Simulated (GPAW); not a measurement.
# Ti3Al (Fm-3m) in GPAW: further runs

Runs on Ti3Al. Level: PBEsol. Tasks: relaxation of cell and atoms.

Everything below comes from runs of GPAW 26.7.0. Logs are shortened: lines on timing, memory, paths and dates and some standing lists are left out, and cuts for length are marked. The log counts tension as positive stress, the text compression.

## 1. Starting point

Symmetry: Fm-3m, No. 225, cubic system. Conventional cell: a = 6.464 Å, b = 6.464 Å, c = 6.464 Å, α = 90.00°, β = 90.00°, γ = 90.00°. Ti (site symmetry m-3m) has 8 Ti at 2.80 Å as nearest neighbours. Around Ti (site symmetry -43m) lie 4 Ti at 2.80 Å and 4 Al at 2.80 Å. Al (site symmetry m-3m) is surrounded by 8 Ti at 2.80 Å.

The cell comes from a database or a generator and needn't be the stable form of this composition.

## 2. Relaxation of cell and atoms, PBEsol

File run.py:

```python
from ase import Atoms
from ase.filters import FrechetCellFilter
from ase.io import write
from ase.optimize import BFGS
from gpaw import GPAW, PW, setup_paths

setup_paths.insert(0, '.')

atoms = Atoms(['Ti', 'Ti', 'Ti', 'Al'],
              cell=[[0.0, 3.231781, 3.231781],
                    [3.231781, 0.0, 3.231781],
                    [3.231781, 3.231781, 0.0]],
              scaled_positions=[[0.0, 0.0, 0.0],
                                [0.25, 0.25, 0.25],
                                [0.75, 0.75, 0.75],
                                [0.5, 0.5, 0.5]],
              pbc=True)

calc = GPAW(mode=PW(600),
            xc='PBEsol',
            kpts={'size': (7, 7, 7), 'gamma': True},
            occupations={'name': 'fermi-dirac', 'width': 0.05},
            nbands=37,
            convergence={'density': 1e-05, 'forces': 0.0001},
            maxiter=150,
            txt='gpaw.txt')
atoms.calc = calc
opt = BFGS(FrechetCellFilter(atoms), trajectory='relax.traj', logfile='-')
done = opt.run(fmax=0.02, steps=60)
calc.write('gs.gpw')
write('result.traj', atoms)
print('Converged:', done)
print('Cell:', atoms.cell.cellpar().round(4))
print('Volume:', round(atoms.get_volume(), 4))
print(atoms.get_scaled_positions().round(5))
```

Potentials or basis: PAW data sets generated in the run's folder for this functional, pw.

The run is started by

```bash
$ gpaw-setup -f PBEsol Al Ti
$ OMP_NUM_THREADS=1 python run.py
```

gpaw.txt:

```text
__  _  _
 | _ |_)|_||  |
 |__||  | ||/\| - 26.7.0

Input parameters:
  mode=PW(ecut=600.0),
  convergence={'density': 1e-05, 'forces': 0.0001},
  kpts=MonkhorstPack(size=(7, 7, 7), gamma=True),
  maxiter=150,
  nbands=37,
  occupations=Occupations(name='fermi-dirac', width=0.05),
  xc=XC(name='PBEsol')

Diagonalizing LCAO Hamiltonian
Converting LCAO to pw mode

                      Ti

                 Al

            Ti

       Ti

Atoms  # Å, Bohr magnetons
|   | symbol |        x |        y |        z |    initial magnetic moments |
|---|--------|----------|----------|----------|-----------------------------|
| 0 |     Ti | 0.000000 | 0.000000 | 0.000000 | ( 0.0000,  0.0000,  0.0000) |
| 1 |     Ti | 1.615890 | 1.615890 | 1.615890 | ( 0.0000,  0.0000,  0.0000) |
| 2 |     Ti | 4.847671 | 4.847671 | 4.847671 | ( 0.0000,  0.0000,  0.0000) |
| 3 |     Al | 3.231781 | 3.231781 | 3.231781 | ( 0.0000,  0.0000,  0.0000) |

Unit cell  # Å
| periodic |        x |        y |        z |  lengths |    angles |
|----------|----------|----------|----------|----------|-----------|
|      yes | 0.000000 | 3.231781 | 3.231781 | 4.570429 | 60.000000 |
|      yes | 3.231781 | 0.000000 | 3.231781 | 4.570429 | 60.000000 |
|      yes | 3.231781 | 3.231781 | 0.000000 | 4.570429 | 60.000000 |

Number of symmetries: 48
Symmetry operations  # r_c * U_cc + t_c -> r_c
|    | kind |            matrix            |
|----|------|------------------------------|
|  0 |  σ   |  1, 0, 0,  1, 0,-1,  1,-1, 0 |
|  1 |  C2  |  1, 0, 0,  1,-1, 0,  1, 0,-1 |
|  2 |  E   |  1, 0, 0,  0, 1, 0,  0, 0, 1 |
|  3 |  σ   |  1, 0, 0,  0, 0, 1,  0, 1, 0 |
|  4 |  C4  |  1, 0,-1,  1, 0, 0,  1,-1, 0 |
|  5 |  S6  |  1, 0,-1,  1,-1, 0,  1, 0, 0 |
|  6 |  σ   |  1, 0,-1,  0, 1,-1,  0, 0,-1 |
|  7 |  C3  |  1, 0,-1,  0, 0,-1,  0, 1,-1 |
|  8 |  S6  |  1,-1, 0,  1, 0, 0,  1, 0,-1 |
[... 234 lines left out ...]
No gap
No difference between direct/indirect transitions

Stress tensor  # eV/Ang^3
|         x |         y |        z |
|-----------|-----------|----------|
|  0.031616 | -0.000000 | 0.000000 |
| -0.000000 |  0.031616 | 0.000000 |
|  0.000000 |  0.000000 | 0.031616 |

Forces  # eV/Ang
|        x |        y |        z |
|----------|----------|----------|
| -0.00000 | -0.00000 | -0.00000 |  # Ti   0
|  0.00000 |  0.00000 |  0.00000 |  # Ti   1
| -0.00000 |  0.00000 |  0.00000 |  # Ti   2
| -0.00000 |  0.00000 |  0.00000 |  # Al   3
[... 9 lines left out ...]
       Ti
[... 28 lines left out ...]
|  8 |  S6  |  1,-1, 0,  1, 0, 0,  1, 0,-1 |
[... 229 lines left out ...]
No gap
No difference between direct/indirect transitions

Stress tensor  # eV/Ang^3
|         x |         y |         z |
|-----------|-----------|-----------|
|  0.027922 | -0.000000 |  0.000000 |
| -0.000000 |  0.027922 | -0.000000 |
|  0.000000 | -0.000000 |  0.027922 |

Forces  # eV/Ang
|        x |        y |        z |
|----------|----------|----------|
| -0.00000 |  0.00000 | -0.00000 |  # Ti   0
| -0.00000 |  0.00000 | -0.00000 |  # Ti   1
|  0.00000 | -0.00000 | -0.00000 |  # Ti   2
|  0.00000 | -0.00000 |  0.00000 |  # Al   3
[... 9 lines left out ...]
       Ti

Atoms  # Å, Bohr magnetons
|   | symbol |         x |         y |        z |    initial magnetic moments |
|---|--------|-----------|-----------|----------|-----------------------------|
| 0 |     Ti | -0.000000 | -0.000000 | 0.000000 | ( 0.0000,  0.0000,  0.0000) |
| 1 |     Ti |  1.590822 |  1.590822 | 1.590822 | ( 0.0000,  0.0000,  0.0000) |
| 2 |     Ti |  4.772466 |  4.772466 | 4.772466 | ( 0.0000,  0.0000,  0.0000) |
| 3 |     Al |  3.181644 |  3.181644 | 3.181644 | ( 0.0000,  0.0000,  0.0000) |

Unit cell  # Å
| periodic |         x |         y |         z |  lengths |    angles |
|----------|-----------|-----------|-----------|----------|-----------|
|      yes | -0.000000 |  3.181644 |  3.181644 | 4.499524 | 60.000000 |
|      yes |  3.181644 | -0.000000 |  3.181644 | 4.499524 | 60.000000 |
|      yes |  3.181644 |  3.181644 | -0.000000 | 4.499524 | 60.000000 |

Number of symmetries: 48
Symmetry operations  # r_c * U_cc + t_c -> r_c
|    | kind |            matrix            |
|----|------|------------------------------|
|  0 |  σ   |  1, 0, 0,  1, 0,-1,  1,-1, 0 |
|  1 |  C2  |  1, 0, 0,  1,-1, 0,  1, 0,-1 |
|  2 |  E   |  1, 0, 0,  0, 1, 0,  0, 0, 1 |
|  3 |  σ   |  1, 0, 0,  0, 0, 1,  0, 1, 0 |
|  4 |  C4  |  1, 0,-1,  1, 0, 0,  1,-1, 0 |
|  5 |  S6  |  1, 0,-1,  1,-1, 0,  1, 0, 0 |
|  6 |  σ   |  1, 0,-1,  0, 1,-1,  0, 0,-1 |
|  7 |  C3  |  1, 0,-1,  0, 0,-1,  0, 1,-1 |
|  8 |  S6  |  1,-1, 0,  1, 0, 0,  1, 0,-1 |
[... 231 lines left out ...]
No gap
No difference between direct/indirect transitions

Stress tensor  # eV/Ang^3
|         x |         y |         z |
|-----------|-----------|-----------|
| -0.001255 | -0.000000 |  0.000000 |
| -0.000000 | -0.001255 | -0.000000 |
|  0.000000 | -0.000000 | -0.001255 |

Forces  # eV/Ang
|        x |        y |        z |
|----------|----------|----------|
| -0.00000 |  0.00000 |  0.00000 |  # Ti   0
| -0.00000 | -0.00000 |  0.00000 |  # Ti   1
| -0.00000 |  0.00000 | -0.00000 |  # Ti   2
| -0.00000 | -0.00000 | -0.00000 |  # Al   3
[... 9 lines left out ...]
       Ti

Atoms  # Å, Bohr magnetons
|   | symbol |         x |         y |        z |    initial magnetic moments |
|---|--------|-----------|-----------|----------|-----------------------------|
| 0 |     Ti | -0.000000 | -0.000000 | 0.000000 | ( 0.0000,  0.0000,  0.0000) |
| 1 |     Ti |  1.591725 |  1.591725 | 1.591725 | ( 0.0000,  0.0000,  0.0000) |
| 2 |     Ti |  4.775175 |  4.775175 | 4.775175 | ( 0.0000,  0.0000,  0.0000) |
| 3 |     Al |  3.183450 |  3.183450 | 3.183450 | ( 0.0000,  0.0000,  0.0000) |

Unit cell  # Å
| periodic |         x |         y |         z |  lengths |    angles |
|----------|-----------|-----------|-----------|----------|-----------|
|      yes | -0.000000 |  3.183450 |  3.183450 | 4.502078 | 60.000000 |
|      yes |  3.183450 | -0.000000 |  3.183450 | 4.502078 | 60.000000 |
|      yes |  3.183450 |  3.183450 | -0.000000 | 4.502078 | 60.000000 |

Number of symmetries: 48
Symmetry operations  # r_c * U_cc + t_c -> r_c
|    | kind |            matrix            |
|----|------|------------------------------|
|  0 |  σ   |  1, 0, 0,  1, 0,-1,  1,-1, 0 |
|  1 |  C2  |  1, 0, 0,  1,-1, 0,  1, 0,-1 |
|  2 |  E   |  1, 0, 0,  0, 1, 0,  0, 0, 1 |
|  3 |  σ   |  1, 0, 0,  0, 0, 1,  0, 1, 0 |
|  4 |  C4  |  1, 0,-1,  1, 0, 0,  1,-1, 0 |
|  5 |  S6  |  1, 0,-1,  1,-1, 0,  1, 0, 0 |
|  6 |  σ   |  1, 0,-1,  0, 1,-1,  0, 0,-1 |
|  7 |  C3  |  1, 0,-1,  0, 0,-1,  0, 1,-1 |
|  8 |  S6  |  1,-1, 0,  1, 0, 0,  1, 0,-1 |
[... 229 lines left out ...]
No gap
No difference between direct/indirect transitions

Stress tensor  # eV/Ang^3
|         x |        y |         z |
|-----------|----------|-----------|
|  0.000046 | 0.000000 | -0.000000 |
|  0.000000 | 0.000046 |  0.000000 |
| -0.000000 | 0.000000 |  0.000046 |

Forces  # eV/Ang
|        x |        y |        z |
|----------|----------|----------|
|  0.00000 |  0.00000 |  0.00000 |  # Ti   0
| -0.00000 | -0.00000 |  0.00000 |  # Ti   1
|  0.00000 | -0.00000 | -0.00000 |  # Ti   2
|  0.00000 | -0.00000 |  0.00000 |  # Al   3

# Writing to gs.gpw (mode='')
```

Wall time 2.3 min (1 thread of Arm Neoverse V2, shared host); peak memory 0.23 GiB.

Results:

```yaml
Free_energy: -26.2039 eV
Relaxed_volume: 16.13 Å³/atom
Relaxed_cell: a = 4.502 Å, b = 4.502 Å, c = 4.502 Å, α = 60.00°, β = 60.00°, γ = 60.00°
Space_group_after_relaxing_to_0.05_Å: Fm-3m (No. 225)
Energy_gained_by_relaxing: 9.3 meV/atom
Ionic_steps: 4
Pressure_after_relaxing: 0.0 GPa
Band_gap_on_the_k_mesh: none (metal or under the smearing width)
```

Step by step:
```
step  energy change (eV)  largest force (eV/Å)  pressure (GPa)  volume (Å³)
   1              0.0000                0.0000           -5.07        67.51
   2             -0.0099                0.0000           -4.47        67.12
   3             -0.0366                0.0000            0.20        64.41
   4             -0.0371                0.0000           -0.01        64.52
```

Final structure:
```xyz
4
Lattice="0.0000 3.1834 3.1834 3.1834 0.0000 3.1834 3.1834 3.1834 0.0000" Properties=species:S:1:pos:R:3 pbc="T T T"
Ti    0.0000    0.0000    0.0000
Ti    1.5917    1.5917    1.5917
Ti    4.7752    4.7752    4.7752
Al    3.1834    3.1834    3.1834
```

Caveat: later steps reuse the first step's grids.

## 3. Relaxation of cell and atoms, PBEsol, target pressure 2 GPa, at which the enthalpy is minimised

run.py: that of step 2 with these lines changed.

```diff
@@ -4,2 +4,3 @@
 from ase.optimize import BFGS
+from ase.units import GPa
 from gpaw import GPAW, PW, setup_paths
@@ -27,3 +28,3 @@
 atoms.calc = calc
-opt = BFGS(FrechetCellFilter(atoms), trajectory='relax.traj', logfile='-')
+opt = BFGS(FrechetCellFilter(atoms, scalar_pressure=2 * GPa), trajectory='relax.traj', logfile='-')
 done = opt.run(fmax=0.02, steps=60)
```

Potentials or basis: PAW data sets generated in the run's folder for this functional, pw.

The run is started by

```bash
$ gpaw-setup -f PBEsol Al Ti
$ OMP_NUM_THREADS=1 python run.py
```

Wall time 2.3 min (1 thread of Arm Neoverse V2, shared host); peak memory 0.23 GiB.

It converged, with:

```yaml
Free_energy: -26.1932 eV
Relaxed_volume: 15.88 Å³/atom
Relaxed_cell: a = 4.478 Å, b = 4.478 Å, c = 4.478 Å, α = 60.00°, β = 60.00°, γ = 60.00°
Space_group_after_relaxing_to_0.05_Å: Fm-3m (No. 225)
Energy_change_on_relaxing_the_enthalpy_is_what_falls: -6.7 meV/atom
Ionic_steps: 4
Pressure_after_relaxing: 2.0 GPa
Band_gap_on_the_k_mesh: none (metal or under the smearing width)
```

The path:
```csv
step,energy change (eV),largest force (eV/Å),pressure (GPa),volume (Å³)
1,0.0000,0.0000,-5.07,67.51
2,-0.0137,0.0000,-4.24,66.97
3,-0.0236,0.0000,2.38,63.31
4,-0.0270,0.0000,1.98,63.51
```

Final structure:
```yaml
crystal:
  lattice:
    - [0.00000, 3.16665, 3.16665]
    - [3.16665, 0.00000, 3.16665]
    - [3.16665, 3.16665, 0.00000]
  atoms:
    - { symbol: Ti, position: [0.00000, 0.00000, 0.00000] }
    - { symbol: Ti, position: [0.25000, 0.25000, 0.25000] }
    - { symbol: Ti, position: [0.75000, 0.75000, 0.75000] }
    - { symbol: Al, position: [0.50000, 0.50000, 0.50000] }
```

Levels at points of the mesh, in eV from the Fermi level:
| k point | band 16 | band 17 | band 18 | band 19 | band 20 | band 21 | band 22 | band 23 | band 24 | band 25 |
| --- | --- | --- | --- | --- | --- | --- | --- | --- | --- | --- |
| (0.00, 0.00, 0.00) | -1.80 | -1.80 | -1.80 | 0.03 | 0.03 | 0.03 | 2.41 | 2.41 | 2.41 | 3.12 |

Caveat: later steps reuse the first step's grids.

## 4. Relaxation of cell and atoms, PBEsol, target pressure 5 GPa, at which the enthalpy is minimised

run.py: that of step 3 with these lines changed.

```diff
@@ -28,3 +28,3 @@
 atoms.calc = calc
-opt = BFGS(FrechetCellFilter(atoms, scalar_pressure=2 * GPa), trajectory='relax.traj', logfile='-')
+opt = BFGS(FrechetCellFilter(atoms, scalar_pressure=5 * GPa), trajectory='relax.traj', logfile='-')
 done = opt.run(fmax=0.02, steps=60)
```

Potentials or basis: PAW data sets generated in the run's folder for this functional, pw.

The run is started by

```bash
$ gpaw-setup -f PBEsol Al Ti
$ OMP_NUM_THREADS=1 python run.py
```

gpaw.txt:

```text
__  _  _
 | _ |_)|_||  |
 |__||  | ||/\| - 26.7.0

Input parameters:
  mode=PW(ecut=600.0),
  convergence={'density': 1e-05, 'forces': 0.0001},
  kpts=MonkhorstPack(size=(7, 7, 7), gamma=True),
  maxiter=150,
  nbands=37,
  occupations=Occupations(name='fermi-dirac', width=0.05),
  xc=XC(name='PBEsol')

Diagonalizing LCAO Hamiltonian
Converting LCAO to pw mode

                      Ti

                 Al

            Ti

       Ti

Atoms  # Å, Bohr magnetons
|   | symbol |        x |        y |        z |    initial magnetic moments |
|---|--------|----------|----------|----------|-----------------------------|
| 0 |     Ti | 0.000000 | 0.000000 | 0.000000 | ( 0.0000,  0.0000,  0.0000) |
| 1 |     Ti | 1.615890 | 1.615890 | 1.615890 | ( 0.0000,  0.0000,  0.0000) |
| 2 |     Ti | 4.847671 | 4.847671 | 4.847671 | ( 0.0000,  0.0000,  0.0000) |
| 3 |     Al | 3.231781 | 3.231781 | 3.231781 | ( 0.0000,  0.0000,  0.0000) |

Unit cell  # Å
| periodic |        x |        y |        z |  lengths |    angles |
|----------|----------|----------|----------|----------|-----------|
|      yes | 0.000000 | 3.231781 | 3.231781 | 4.570429 | 60.000000 |
|      yes | 3.231781 | 0.000000 | 3.231781 | 4.570429 | 60.000000 |
|      yes | 3.231781 | 3.231781 | 0.000000 | 4.570429 | 60.000000 |

Number of symmetries: 48
Symmetry operations  # r_c * U_cc + t_c -> r_c
|    | kind |            matrix            |
|----|------|------------------------------|
|  0 |  σ   |  1, 0, 0,  1, 0,-1,  1,-1, 0 |
|  1 |  C2  |  1, 0, 0,  1,-1, 0,  1, 0,-1 |
|  2 |  E   |  1, 0, 0,  0, 1, 0,  0, 0, 1 |
|  3 |  σ   |  1, 0, 0,  0, 0, 1,  0, 1, 0 |
|  4 |  C4  |  1, 0,-1,  1, 0, 0,  1,-1, 0 |
|  5 |  S6  |  1, 0,-1,  1,-1, 0,  1, 0, 0 |
|  6 |  σ   |  1, 0,-1,  0, 1,-1,  0, 0,-1 |
|  7 |  C3  |  1, 0,-1,  0, 0,-1,  0, 1,-1 |
|  8 |  S6  |  1,-1, 0,  1, 0, 0,  1, 0,-1 |
[... 234 lines left out ...]
No gap
No difference between direct/indirect transitions

Stress tensor  # eV/Ang^3
|         x |         y |        z |
|-----------|-----------|----------|
|  0.031616 | -0.000000 | 0.000000 |
[... 312 lines left out ...]
| 2 |     Ti |  4.706355 | 4.706355 |  4.706355 | ( 0.0000,  0.0000,  0.0000) |
| 3 |     Al |  3.137570 | 3.137570 |  3.137570 | ( 0.0000,  0.0000,  0.0000) |

Unit cell  # Å
| periodic |        x |        y |         z |  lengths |    angles |
|----------|----------|----------|-----------|----------|-----------|
|      yes | 0.000000 | 3.137570 |  3.137570 | 4.437194 | 60.000000 |
|      yes | 3.137570 | 0.000000 |  3.137570 | 4.437194 | 60.000000 |
|      yes | 3.137570 | 3.137570 | -0.000000 | 4.437194 | 60.000000 |

Number of symmetries: 48
Symmetry operations  # r_c * U_cc + t_c -> r_c
|    | kind |            matrix            |
|----|------|------------------------------|
|  0 |  σ   |  1, 0, 0,  1, 0,-1,  1,-1, 0 |
|  1 |  C2  |  1, 0, 0,  1,-1, 0,  1, 0,-1 |
|  2 |  E   |  1, 0, 0,  0, 1, 0,  0, 0, 1 |
|  3 |  σ   |  1, 0, 0,  0, 0, 1,  0, 1, 0 |
|  4 |  C4  |  1, 0,-1,  1, 0, 0,  1,-1, 0 |
|  5 |  S6  |  1, 0,-1,  1,-1, 0,  1, 0, 0 |
|  6 |  σ   |  1, 0,-1,  0, 1,-1,  0, 0,-1 |
|  7 |  C3  |  1, 0,-1,  0, 0,-1,  0, 1,-1 |
|  8 |  S6  |  1,-1, 0,  1, 0, 0,  1, 0,-1 |
[... 234 lines left out ...]
Stress tensor  # eV/Ang^3
|         x |         y |         z |
|-----------|-----------|-----------|
| -0.035829 |  0.000000 | -0.000000 |
|  0.000000 | -0.035829 | -0.000000 |
| -0.000000 | -0.000000 | -0.035829 |

Forces  # eV/Ang
|       x |        y |        z |
|---------|----------|----------|
| 0.00000 |  0.00000 |  0.00000 |  # Ti   0
| 0.00000 |  0.00000 |  0.00000 |  # Ti   1
| 0.00000 | -0.00000 | -0.00000 |  # Ti   2
| 0.00000 | -0.00000 | -0.00000 |  # Al   3

Interpolating wave functions to new cell
[... 7 lines left out ...]
       Ti

Atoms  # Å, Bohr magnetons
|   | symbol |         x |        y |         z |    initial magnetic moments |
|---|--------|-----------|----------|-----------|-----------------------------|
| 0 |     Ti | -0.000000 | 0.000000 | -0.000000 | ( 0.0000,  0.0000,  0.0000) |
| 1 |     Ti |  1.571688 | 1.571688 |  1.571688 | ( 0.0000,  0.0000,  0.0000) |
| 2 |     Ti |  4.715065 | 4.715065 |  4.715065 | ( 0.0000,  0.0000,  0.0000) |
| 3 |     Al |  3.143377 | 3.143377 |  3.143377 | ( 0.0000,  0.0000,  0.0000) |

Unit cell  # Å
| periodic |        x |        y |        z |  lengths |    angles |
|----------|----------|----------|----------|----------|-----------|
|      yes | 0.000000 | 3.143377 | 3.143377 | 4.445406 | 60.000000 |
|      yes | 3.143377 | 0.000000 | 3.143377 | 4.445406 | 60.000000 |
|      yes | 3.143377 | 3.143377 | 0.000000 | 4.445406 | 60.000000 |

Number of symmetries: 48
Symmetry operations  # r_c * U_cc + t_c -> r_c
|    | kind |            matrix            |
|----|------|------------------------------|
|  0 |  σ   |  1, 0, 0,  1, 0,-1,  1,-1, 0 |
|  1 |  C2  |  1, 0, 0,  1,-1, 0,  1, 0,-1 |
|  2 |  E   |  1, 0, 0,  0, 1, 0,  0, 0, 1 |
|  3 |  σ   |  1, 0, 0,  0, 0, 1,  0, 1, 0 |
|  4 |  C4  |  1, 0,-1,  1, 0, 0,  1,-1, 0 |
|  5 |  S6  |  1, 0,-1,  1,-1, 0,  1, 0, 0 |
|  6 |  σ   |  1, 0,-1,  0, 1,-1,  0, 0,-1 |
|  7 |  C3  |  1, 0,-1,  0, 0,-1,  0, 1,-1 |
|  8 |  S6  |  1,-1, 0,  1, 0, 0,  1, 0,-1 |
[... 232 lines left out ...]
Stress tensor  # eV/Ang^3
|         x |         y |         z |
|-----------|-----------|-----------|
| -0.030942 |  0.000000 | -0.000000 |
|  0.000000 | -0.030942 | -0.000000 |
| -0.000000 | -0.000000 | -0.030942 |

Forces  # eV/Ang
|        x |        y |        z |
|----------|----------|----------|
|  0.00000 |  0.00000 |  0.00000 |  # Ti   0
| -0.00000 |  0.00000 |  0.00000 |  # Ti   1
|  0.00000 | -0.00000 |  0.00000 |  # Ti   2
|  0.00000 |  0.00000 | -0.00000 |  # Al   3

# Writing to gs.gpw (mode='')
```

stdout:

```text
Step          Energy          fmax
BFGS:    0      -24.061627        1.060283
BFGS:    1      -24.103734        0.924571
BFGS:    2      -24.215662        0.071380
BFGS:    3      -24.218094        0.004121
Converged: True
Cell: [ 4.4454  4.4454  4.4454 60.     60.     60.    ]
Volume: 62.1183
[[0.   0.   0.  ]
 [0.25 0.25 0.25]
 [0.75 0.75 0.75]
 [0.5  0.5  0.5 ]]
```

Run time: 2.4 min. Hardware: 1 thread of Arm Neoverse V2, shared host; peak memory 0.26 GiB.

Results:

```
Free energy                                            : -26.1567 eV
Relaxed volume                                         : 15.53 Å³/atom
Relaxed cell                                           : a = 4.445 Å, b = 4.445 Å, c = 4.445 Å, α = 60.00°, β = 60.00°, γ = 60.00°
Space group after relaxing (to 0.05 Å)                 : Fm-3m (No. 225)
Energy change on relaxing (the enthalpy is what falls) : +2.2 meV/atom
Ionic steps                                            : 4
Pressure after relaxing                                : 5.0 GPa
Band gap on the k mesh                                 : none (metal or under the smearing width)
```

Step by step:
| step | energy change (eV) | largest force (eV/Å) | pressure (GPa) | volume (Å³) |
| --- | --- | --- | --- | --- |
| 1 | 0.0000 | 0.0000 | -5.07 | 67.51 |
| 2 | -0.0187 | 0.0000 | -3.88 | 66.75 |
| 3 | 0.0218 | 0.0000 | 5.74 | 61.77 |
| 4 | 0.0088 | 0.0000 | 4.96 | 62.12 |

Final structure:
```
CELL_PARAMETERS angstrom
0.00000 3.14338 3.14338
3.14338 0.00000 3.14338
3.14338 3.14338 0.00000
ATOMIC_POSITIONS crystal
Ti 0.00000 0.00000 0.00000
Ti 0.25000 0.25000 0.25000
Ti 0.75000 0.75000 0.75000
Al 0.50000 0.50000 0.50000
```

Caveat: later steps reuse the first step's grids.

[end of part 1 of 2]
